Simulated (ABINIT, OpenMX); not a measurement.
ScAl3: 3 runs at one level of theory

```xyz
4
Lattice="4.0878 0.0000 0.0000 0.0000 4.0878 0.0000 0.0000 0.0000 4.0878" Properties=species:S:1:pos:R:3 pbc="T T T"
Sc    0.0000    0.0000    0.0000
Al    2.0439    2.0439    0.0000
Al    0.0000    2.0439    2.0439
Al    2.0439    0.0000    2.0439
```

The cell is a database's computed one, not the measured one.

Alike in all runs: task band structure; functional PBE; k mesh 7 × 7 × 7; occupations fermi-dirac, width 0.05 eV; no spin polarisation; no spin-orbit coupling. Pressure is positive in compression and, in plane waves, holds the error of the finite cutoff.

```tsv
program and potentials	plane-wave cutoff (eV)	notes	pressure (GPa)
ABINIT, JTH PAW PBE v2.0	408	-	0.97
OpenMX, OpenMX 2013 PBE set, Sc7.0-s3p2d2, Al7.0-s2p2d1, grid cutoff 400 Ry	-	atomic basis	0.55
ABINIT, PseudoDojo NC SR PBE v0.5 standard	1061	-	0.92
```

The pressure spans 0.55 (OpenMX, OpenMX 2013 PBE set, Sc7.0-s3p2d2, Al7.0-s2p2d1, grid cutoff 400 Ry) to 0.97 GPa (ABINIT, JTH PAW PBE v2.0). Rows in atomic bases carry the error of their basis and grid, which can be large.

Differences between rows come from potentials, basis sets and numerical settings, since the functional is the same but for its coding. Runs on potential files found faulty are left out.
